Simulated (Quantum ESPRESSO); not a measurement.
**TePt under changes of volume**

One of the cells (22.276 Å³/atom); the others are scaled copies at fixed shape and fractional positions:

```xyz
4
Lattice="4.2629 0.0000 0.0000 -2.1314 3.6918 0.0000 0.0000 0.0000 5.6618" Properties=species:S:1:pos:R:3 pbc="T T T"
Pt    0.0000    0.0000    0.0000
Pt    0.0000    0.0000    2.8309
Te    0.0000    2.4612    1.4154
Te    2.1314    1.2306    4.2463
```

Measurements of this composition are mostly on another form, of space group No. 166.

```yaml
Program: Quantum ESPRESSO 7.5
Functional: r2SCAN
Potentials_or_basis: SG15 PBE 1.2
Cutoff: 952 eV
Density_cutoff: 3810 eV
k_mesh: 3 × 3 × 2
Occupations: fermi-dirac, width 0.05 eV
Spin: no spin polarisation
```

```tsv
volume (Å³/atom)	energy over the lowest point (meV/atom)	pressure (GPa)	largest force (eV/Å)
20.939	29.91	7.8	0.003
21.385	?	?	?
21.830	1.83	1.6	0.001
22.276	0.00	-0.9	0.000
22.721	5.12	-3.2	0.000
23.167	16.39	-5.3	0.000
23.612	33.09	-7.1	0.001
```

Problem. What does the run at 21.385 Å³/atom give?

Solution. Energy over the lowest point 11.47 meV/atom; pressure 4.6 GPa; largest force 0.001 eV/Å.

Worked out: A Birch-Murnaghan fit of order 3 (a polynomial in V^(-2/3)) to the other rows has its minimum at 22.16 Å³/atom with B0 = V·E''(V) = 128 GPa and B' = 5.0 at fixed shape and positions, which overstates the stiffness. It gives 11.45 meV/atom at 21.385 Å³/atom, against the run's 11.47, and -dE/dV = 5.0 GPa, against 4.6.

Energies are extrapolated to zero smearing.

Caveats: all runs use coarse meshes; the potentials were made for another functional, which shifts forces and pressure.
